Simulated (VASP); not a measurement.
A run of VASP 6.6.1 is set up as follows.

File INCAR:

```
SYSTEM = MgO
PREC = Accurate
ENCUT = 520
EDIFF = 1E-6
ISMEAR = 0
SIGMA = 0.02
LREAL = .FALSE.
LASPH = .TRUE.
NELM = 100
ALGO = Normal
ISIF = 2
LWAVE = .FALSE.
LCHARG = .FALSE.
GGA = PS
NBANDS = 16
```

File KPOINTS:

```
Automatic mesh
0
G
  12 12 6
  0 0 0
```

File POSCAR:

```
MgO
1.0
    2.9288939122      0.0000000000      0.0000000000
   -1.4644469561      2.5364965330      0.0000000000
    0.0000000000      0.0000000000      5.1123737969
Mg O
2 2
Direct
    0.0000000000      0.0000000000      0.0000000000
    0.0000000000      0.0000000000      0.5000000000
    0.3333333333      0.6666666667      0.2500000000
    0.6666666667      0.3333333333      0.7500000000
```

Potentials or basis: VASP PAW PBE potentials, release 64 (Mg, O).

The run is started by

```bash
$ cat potpaw_PBE.64/Mg/POTCAR potpaw_PBE.64/O/POTCAR > POTCAR
$ mpirun -np 1 vasp_std > vasp.out
```

**Question.** Predict the pressure.

**Answer.** -0.4 GPa.

**Question.** What does it give for the band gap on the k mesh?

**Answer.** 4.27 eV, direct.

Stress tensor (GPa, compression positive):
```
-0.44  0.00  0.00
 0.00 -0.44  0.00
 0.00  0.00 -0.36
```

Caveat: the PAW data sets were made with another functional, which shifts forces and pressure a little. A k mesh can miss the band edges.
